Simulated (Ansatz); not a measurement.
ZrH:

```xyz
2
Lattice="-1.6439 1.6439 2.5044 1.6439 -1.6439 2.5044 1.6439 1.6439 -2.5044" Properties=species:S:1:pos:R:3 pbc="T T T"
Zr    0.0000    0.0000    0.0000
H     0.0000    1.6439    1.2522
```

The cell comes from a database or a generator and needn't be the stable form of this composition.

Base run:

* Program: Ansatz 0.2.0
* Functional: LDA
* Potentials or basis: Ansatz PAW
* Cutoff: 420 eV
* Density cutoff: 1680 eV
* k mesh: 11 × 11 × 11
* Occupations: fermi-dirac, width 0.05 eV
* Spin: no spin polarisation
* Hubbard terms: Zr d U = 2 eV

Its results: band gap on the k mesh none (metal or under the smearing width); pressure -4.9 GPa.

After a change of settings the same cell gave: band gap on the k mesh none (metal or under the smearing width); pressure -2.0 GPa. Which change was it?
A. hubbard terms from Zr d U = 2 eV to Zr d U = 4 eV
B. hubbard terms from Zr d U = 2 eV to Zr d U = 5 eV
C. hubbard terms from Zr d U = 2 eV to none; hubbard projectors from ortho-atomic (the default) to none

B.

Caveats: U without spin polarisation on a metal has little footing; the PAW data sets come from PBE, with cores solved anew for the run's functional, which leaves a small shift of forces and pressure; the U is typed as a test and isn't derived for this compound.

Not every run made on this cell is shown here.
